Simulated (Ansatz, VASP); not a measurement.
## One calculation of InAs, two programs

File INCAR:

```
SYSTEM = InAs
ALGO = Normal
EDIFF = 1E-6
ENCUT = 520
GGA = PS
ISIF = 2
ISMEAR = -1
LASPH = .TRUE.
LCHARG = .FALSE.
LREAL = .FALSE.
LWAVE = .FALSE.
NBANDS = 16
NELM = 100
PREC = Accurate
SIGMA = 0.1
```

The input KPOINTS:

```
k-points
0
G
  13 13 13
  0 0 0
```

POSCAR

```
InAs
1.0
    0.0000000000      2.5340099114      2.5340099114
    2.5340099114      0.0000000000      2.5340099114
    2.5340099114      2.5340099114      0.0000000000
In As
1 1
Direct
    0.0000000000      0.0000000000      0.0000000000
    0.5000000000      0.5000000000      0.5000000000
```

Input for Ansatz:

```yaml
crystal:
  lattice:
    - [0.0, 2.5340099114, 2.5340099114]
    - [2.5340099114, 0.0, 2.5340099114]
    - [2.5340099114, 2.5340099114, 0.0]
  atoms:
    - { symbol: In, position: [0.0, 0.0, 0.0] }
    - { symbol: As, position: [0.5, 0.5, 0.5] }
kpoints:
  mp_grid: { grid: [13, 13, 13] }
  band_path:
    path:
      - [0.0, 0.0, 0.0]
      - [0.5, 0.0, 0.5]
      - [0.625, 0.25, 0.625]
      - [0.375, 0.375, 0.75]
      - [0.0, 0.0, 0.0]
      - [0.5, 0.5, 0.5]
      - [0.5, 0.25, 0.75]
      - [0.5, 0.0, 0.5]
    npoints: 8
scf:
  occupations: { method: fermi_dirac, width: 0.1 }
hamiltonian:
  xc: pbesol
  pseudopotentials: { kind: paw }
output:
  forces: true
  stress: true
  eigenvalues: true
  populations: true
  dos: { projected: true, de: 0.2, e_range: [-14, 8] }
```

Change from the starting cell: volume scaled by 0.72, PAW files.

Alike in both runs: task single point; functional PBEsol; k mesh 13 × 13 × 13; occupations fermi-dirac, width 0.1 eV; no spin polarisation.

```csv
,VASP,Ansatz
version,VASP 6.6.1,Ansatz 0.2.0
potentials or method,"VASP PAW PBE potentials, release 64 (In_d, As)","PAW with Ansatz's default frozen-core files, scalar-relativistic"
plane-wave cutoff (eV),520,420
valence electrons in the cell,18,28
```

|  | VASP | Ansatz | Ansatz less VASP |
| --- | --- | --- | --- |
| pressure (GPa) | 51.9 | 51.1 | -0.73 |

The functional is the same, so the differences come from potentials, cutoffs and numerics. The two sets of potentials don't hold the same shells in valence.

Caveats: so large a pressure means that the cell lies far from this level's equilibrium, or that cutoff or potentials fall short (VASP); the potentials were made for another functional, which shifts forces and pressure (VASP).
